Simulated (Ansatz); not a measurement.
Level of theory: Ansatz, DFT PBE, scalar-relativistic, plane waves, PAW. Settings: cutoff 420 eV, Γ-centred meshes spaced at most about 0.3 Å⁻¹, and about 0.25 Å⁻¹ or finer for metals (2π included), Gaussian smearing. No spin polarisation.

All energies are static (0 K, no zero-point motion).

Task: Order these relaxed structures of ScAl4 by energy, lowest first, with the energy over the lowest of them.
A.

```
CELL_PARAMETERS angstrom
-3.31959 3.31959 2.00854
3.31959 -3.31959 2.00854
3.31959 3.31959 -2.00854
ATOMIC_POSITIONS crystal
Sc 0.50000 0.50000 0.00000
Al 0.69643 0.90463 0.60106
Al 0.90463 0.30357 0.20820
Al 0.09537 0.69643 0.79180
Al 0.30357 0.09537 0.39894
```

B.

```
CELL_PARAMETERS angstrom
-1.46368 1.46368 10.32472
1.46368 -1.46368 10.32472
1.46368 1.46368 -10.32472
ATOMIC_POSITIONS crystal
Sc 0.50000 0.50000 0.00000
Al 0.10531 0.10531 0.00000
Al 0.70125 0.70125 0.00000
Al 0.29875 0.29875 0.00000
Al 0.89469 0.89469 0.00000
```

C.

```
CELL_PARAMETERS angstrom
3.02485 0.00000 0.00000
-1.51242 2.61959 0.00000
0.00000 0.00000 22.96706
ATOMIC_POSITIONS crystal
Sc 0.33333 0.66667 0.75000
Sc 0.66667 0.33333 0.25000
Al 0.33333 0.66667 0.95083
Al 0.33333 0.66667 0.14568
Al 0.33333 0.66667 0.35432
Al 0.33333 0.66667 0.54917
Al 0.66667 0.33333 0.04917
Al 0.66667 0.33333 0.45083
Al 0.66667 0.33333 0.64568
Al 0.66667 0.33333 0.85432
```

Result: A (0 meV/atom), B (74 meV/atom), C (153 meV/atom). Forms: A I4/m; B I4/mmm; C P6_3/mmc. Counting all near atoms (those within 1.25 times the shortest distance at each site): A has Sc 12, Al 12; B has Sc 12, Al 12; C has Sc 12, Al 12. All come from invented guesses.

Cells relaxed within their symmetry can be saddle points. Some structure types and database cells were kept out of the candidates from the start, so a known form may be missing.
